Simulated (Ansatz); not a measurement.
**Co: single point with BLYP**

Co:

```
Co
1.0
     2.48770   -0.03651   -0.00424
    -1.27547    2.15717   -0.00746
    -0.00690   -0.01799    4.00029
Co
2
Direct
  0.66667 0.33333 0.75000
  0.33333 0.66667 0.25000
```

The cell isn't the ideal one: cell strained at random at fixed volume.

| Property | Result |
| --- | --- |
| Program | Ansatz 0.2.0 |
| Task | single point |
| Functional | BLYP |
| Potentials or basis | JTH PAW |
| Cutoff | 1320 eV (not typed: the program's choice for these potentials) |
| k mesh | 9 × 9 × 5 |
| Occupations | fermi-dirac, width 0.05 eV |
| Spin | collinear spin, program default start |

```json
{
  "Pressure": "13.8 GPa",
  "Largest force": "0.087 eV/Å",
  "Band gap on the k mesh": "none (metal or under the smearing width)",
  "Net moment": "3.04 μB per cell",
  "Absolute moment": "3.34 μB per cell",
  "Site moments": "Co +1.59 μB"
}
```

Forces in eV/Å, atoms in the order of the input:
```
Co  -0.086  0.018 -0.001
Co   0.086 -0.018  0.001
```

Stress tensor (GPa, compression positive):
```
12.61  3.54  0.34
 3.54 14.66  0.89
 0.34  0.89 14.25
```

Levels at points of the mesh, in eV from the Fermi level:
Spin up:
| k point | band 15 | band 16 | band 17 | band 18 | band 19 | band 20 | band 21 | band 22 |
| --- | --- | --- | --- | --- | --- | --- | --- | --- |
| (0.00, 0.00, 0.00) | -2.12 | -1.93 | -1.86 | -0.76 | -0.71 | 0.10 | 6.58 | 22.17 |
Spin down:
| k point | band 12 | band 13 | band 14 | band 15 | band 16 | band 17 | band 18 | band 19 |
| --- | --- | --- | --- | --- | --- | --- | --- | --- |
| (0.00, 0.00, 0.00) | -1.07 | -0.87 | -0.83 | -0.51 | -0.29 | -0.20 | 0.10 | 0.99 |

It took 58 s on 1 thread of Arm Neoverse V2, with other jobs on the host, peak memory 0.92 GiB.
